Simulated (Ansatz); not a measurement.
Runs of Ansatz 0.2.0 on BAs. Symmetry: F-43m, No. 216, cubic system. Conventional cell: a = 4.777 Å, b = 4.777 Å, c = 4.777 Å, α = 90.00°, β = 90.00°, γ = 90.00°. Around As (site symmetry -43m) lie 4 B at 2.07 Å. B (site symmetry -43m) has 4 As at 2.07 Å as nearest neighbours. 

| task | level | spin | cell | k mesh | points for each segment of the path | gap on the mesh (eV) | pressure (GPa) |
| --- | --- | --- | --- | --- | --- | --- | --- |
| band structure | PBE | SOC, no magnetisation | as given | 7 × 7 × 7 | 14 | 1.14 | 2.8 |
| band structure | LDA | SOC, no magnetisation | as given | 7 × 7 × 7 | 14 | 1.08 | -3.9 |
| relaxation of cell and atoms | LDA | off | relaxed | 10 × 10 × 10 | - | 1.10 | 0.0 |
| band structure | PBE | off | as given | 10 × 10 × 10 | 14 | (a) | 2.8 |
| band structure | LDA | off | as given | 10 × 10 × 10 | 14 | (b) | -3.9 |

Alike in all rows: potentials or basis Ansatz PAW; cutoff (eV) 420; smearing fermi-dirac 0.05 eV.

Question: Estimate the missing entries.

Answer: (a) 1.18; (b) 1.13.

Caveats: the PAW data sets come from PBE, with cores solved anew for the run's functional, which leaves a small shift of forces and pressure (some runs); the plane-wave basis is chosen anew once the cell has moved, so the energies of steps on either side of that aren't comparable (some runs).

A k mesh can miss the band edges, and rows without SOC leave out spin-orbit coupling on As.
